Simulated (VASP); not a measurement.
## SiC (Moissanite 3C): NMR shieldings

Aim: NMR shielding tensors and field gradients of SiC (Moissanite 3C). The cell is of the zinc-blende type, one of the forms listed for this formula, which need not be the common one. The start is a cell from a database of measured crystal structures.

Main program and level: VASP 6.6.1; PBE; plane waves and PAW (Si, C), in the first sound run; inputs show where later runs differ.

**1. The starting structure**

It takes space group F-43m (No. 216, cubic). The conventional cell has a = 4.358 Å, b = 4.358 Å, c = 4.358 Å, α = 90.00°, β = 90.00°, γ = 90.00°. Nearest to Si lie 4 C at 1.89 Å. Nearest to C lie 4 Si at 1.89 Å. Farther neighbours are not listed.

Coordinates:

```
Si C
1.0
     0.00000    2.17900    2.17900
     2.17900    0.00000    2.17900
     2.17900    2.17900    0.00000
Si C
1 1
Direct
  0.00000 0.00000 0.00000
  0.75000 0.75000 0.75000
```

**2. Ground state**

A ground-state run shows first whether the cell has a gap, which the next steps need; its size sets how fine their mesh has to be.

Input file INCAR:

```
SYSTEM = SiC
PREC = Accurate
ENCUT = 520
EDIFF = 1E-07
NELM = 100
ISMEAR = 0
SIGMA = 0.01
LREAL = .FALSE.
ALGO = Normal
GGA = PE
NBANDS = 10
LORBIT = 11
LWAVE = .FALSE.
LCHARG = .FALSE.
KPAR = 2
```

Input file POSCAR:

```
SiC
1.0
    0.0000000000      2.1790000000      2.1790000000
    2.1790000000      0.0000000000      2.1790000000
    2.1790000000      2.1790000000      0.0000000000
Si C
1 1
Direct
    0.0000000000      0.0000000000      0.0000000000
    0.7500000000      0.7500000000      0.7500000000
```

Input file KPOINTS:

```
Automatic mesh
0
Gamma
7 7 7
0 0 0
```

The projector-augmented-wave data sets are Si and C (PBE family, release 64).

Run with:

```
$ mpirun -np 2 vasp_std
```

Log:

```text
[banner, memory and clock lines left out]
running    2 mpi-ranks, on    1 nodes
 distrk:  each k-point on    1 cores,    2 groups
 distr:  one band on    1 cores,    1 groups

 POSCAR found type information on POSCAR SiC
 POSCAR found :  2 types and       2 ions
 LDA part: xc-table for (Slater+PW92), standard interpolation
 POSCAR, INCAR and KPOINTS ok, starting setup
 FFT: planning ... GRIDC
 FFT: planning ... GRID_SOFT
 FFT: planning ... GRID
 WAVECAR not read
 entering main loop
       N       E                     dE             d eps       ncg     rms          rms(c)
DAV:   1     0.531590874453E+01    0.53159E+01   -0.40639E+03   416   0.672E+02
DAV:   2    -0.162795778375E+02   -0.21595E+02   -0.21012E+02   560   0.115E+02
DAV:   3    -0.169091715390E+02   -0.62959E+00   -0.62858E+00   464   0.176E+01
DAV:   4    -0.169119329183E+02   -0.27614E-02   -0.27611E-02   472   0.143E+00
DAV:   5    -0.169119461263E+02   -0.13208E-04   -0.13208E-04   460   0.917E-02    0.881E+00
DAV:   6    -0.151126499290E+02    0.17993E+01   -0.67381E+00   414   0.125E+01    0.390E+00
DAV:   7    -0.150617674710E+02    0.50882E-01   -0.37705E-01   468   0.381E+00    0.178E+00
DAV:   8    -0.150541016602E+02    0.76658E-02   -0.20733E-02   412   0.103E+00    0.163E-01
DAV:   9    -0.150542427763E+02   -0.14112E-03   -0.14619E-03   526   0.234E-01    0.112E-01
DAV:  10    -0.150543508217E+02   -0.10805E-03   -0.21030E-04   442   0.973E-02    0.243E-02
DAV:  11    -0.150543529277E+02   -0.21059E-05   -0.37751E-05   446   0.343E-02    0.579E-03
DAV:  12    -0.150543533334E+02   -0.40574E-06   -0.15124E-06   426   0.832E-03    0.100E-03
DAV:  13    -0.150543533733E+02   -0.39925E-07   -0.72308E-08   296   0.210E-03
   1 F= -.15054353E+02 E0= -.15054353E+02  d E =-.137982E-61
```

Elapsed: 2.6 s, on 2 MPI ranks of AMD EPYC 7R43, shared host; peak memory 0.19 GiB; 4.1 s of CPU time.

Lines that name or quote the potential files are left out of all logs, and their timing lines are given in words.

Parts of OUTCAR (step 2):

```text
ion  position               nearest neighbor table
   1  0.000  0.000  0.000-   2 1.89   2 1.89   2 1.89   2 1.89
   2  0.750  0.750  0.750-   1 1.89   1 1.89   1 1.89   1 1.89

  LATTYP: Found a face centered cubic cell.
 ALAT       =     4.3580000000

 Subroutine GETGRP returns: Found 24 space group operations
 (whereof 24 operations were pure point group operations)

The static configuration has the point symmetry T_d .

 Found     20 irreducible k-points:

   k-points           NKPTS =     20   k-points in BZ     NKDIM =     20   number of bands    NBANDS=     10

   dimension x,y,z NGX =    24 NGY =   24 NGZ =   24
   dimension x,y,z NGXF=    48 NGYF=   48 NGZF=   48

   ENCUT  =  520.0 eV  38.22 Ry    6.18 a.u.   5.73  5.73  5.73*2*pi/ulx,y,z

   NELECT =       8.0000    total number of electrons

 k-points in reciprocal lattice and weights: Automatic mesh
   0.00000000  0.00000000  0.00000000       0.003
   0.14285714  0.00000000  0.00000000       0.023
   0.28571429  0.00000000  0.00000000       0.023
   0.42857143  0.00000000  0.00000000       0.023
   0.14285714  0.14285714  0.00000000       0.017
   0.28571429  0.14285714  0.00000000       0.070
   0.42857143  0.14285714  0.00000000       0.070
  -0.42857143  0.14285714  0.00000000       0.070
  -0.28571429  0.14285714  0.00000000       0.070
[...]
-0.42857143  0.42857143  0.14285714       0.070
  -0.28571429  0.42857143  0.14285714       0.070

 average (electrostatic) potential at core
       1 -80.3727       2 -44.7766

 E-fermi :   8.2249

 k-point     1 :       0.0000    0.0000    0.0000
  band No.  band energies     occupation
      1      -7.2948      2.00000
      2       8.1097      2.00000
      3       8.1097      2.00000
      4       8.1097      2.00000
      5      14.3433      0.00000
      6      15.4148      0.00000
      7      15.4148      0.00000
      8      15.4148      0.00000
      9      22.6139      0.00000
    ...

 k-point     2 :       0.1429    0.0000    0.0000
  band No.  band energies     occupation
      1      -6.8975      2.00000
      2       6.2572      2.00000
      3       7.8556      2.00000
      4       7.8556      2.00000
      5      14.5357      0.00000
      6      15.8427      0.00000
      7      15.8427      0.00000
      8      16.1562      0.00000
      9      21.2352      0.00000
    ...

 k-point     3 :       0.2857    0.0000    0.0000
  band No.  band energies     occupation
      1      -5.7485      2.00000
      2       2.9931      2.00000
      3       7.3940      2.00000
      4       7.3940      2.00000
      5      13.9562      0.00000
      6      15.9284      0.00000
      7      15.9284      0.00000
      8      17.7697      0.00000
      9      21.6203      0.00000
    ...

  Total        0.4168934      0.4168934      0.4168934     -0.0000000     -0.0000000      0.0000000
  in kB       32.2800306     32.2800306     32.2800306     -0.0000000     -0.0000000      0.0000000
  external PRESSURE =      32.2800306 kB  Pullay stress =       0.0000000 kB

  energy-cutoff  :      520.00
  volume of cell :       20.69
      direct lattice vectors                 reciprocal lattice vectors
     0.000000000  2.179000000  2.179000000    -0.229463056  0.229463056  0.229463056
     2.179000000  0.000000000  2.179000000     0.229463056 -0.229463056  0.229463056
     2.179000000  2.179000000  0.000000000     0.229463056  0.229463056 -0.229463056

 POSITION                                       TOTAL-FORCE (eV/Angst)
 -----------------------------------------------------------------------------------
      0.00000      0.00000      0.00000        -0.000000     -0.000000      0.000000
      3.26850      3.26850      3.26850         0.000000      0.000000     -0.000000
 -----------------------------------------------------------------------------------
    total drift:                               -0.000000     -0.000000     -0.000000

  FREE ENERGIE OF THE ION-ELECTRON SYSTEM (eV)
  ---------------------------------------------------
  free  energy   TOTEN  =       -15.0543533733 eV

  energy  without entropy=      -15.0543533733  energy(sigma->0) =      -15.05435337

 total charge
# of ion       s       p       d       tot
------------------------------------------
    1        0.707   0.972   0.000   1.680
    2        0.837   1.710   0.000   2.547
--------------------------------------------------
tot          1.544   2.682   0.000   4.226

[... 3 further parts left out ...]
```

The gap is read on the k-mesh alone, so it is an upper bound where the band edges lie off the mesh.

A gap read on the k-mesh alone can miss the band edges.

Numbers from this step:

```yaml
free_energy_toten: -15.05 eV
fermi_energy: 8.225 eV
pressure: 3.228 GPa
gap_on_the_k_mesh: 1.595 eV
least_direct_gap_on_the_k_mesh: 4.672 eV
```

The cell has a gap of 1.60 eV on this mesh and a pressure of +3.2 GPa, which holds the misfit of the given cell and coordinates with this functional, and any error of cutoff, mesh and data sets.

(Continued in part 2 of 3.)

[Lines on the potential files, build, host, timing and source positions are cut from VASP's logs without a mark.]

[Logs are printed without paths, hosts, clocks, repeated set-up lines and the standing remarks that a program may print on its own settings, such as how far it seeks lower states.]

[Hosts, paths, dates, database ids (printed as entryN), source tags and the programs' standing remarks are cut or masked in the printed files.]
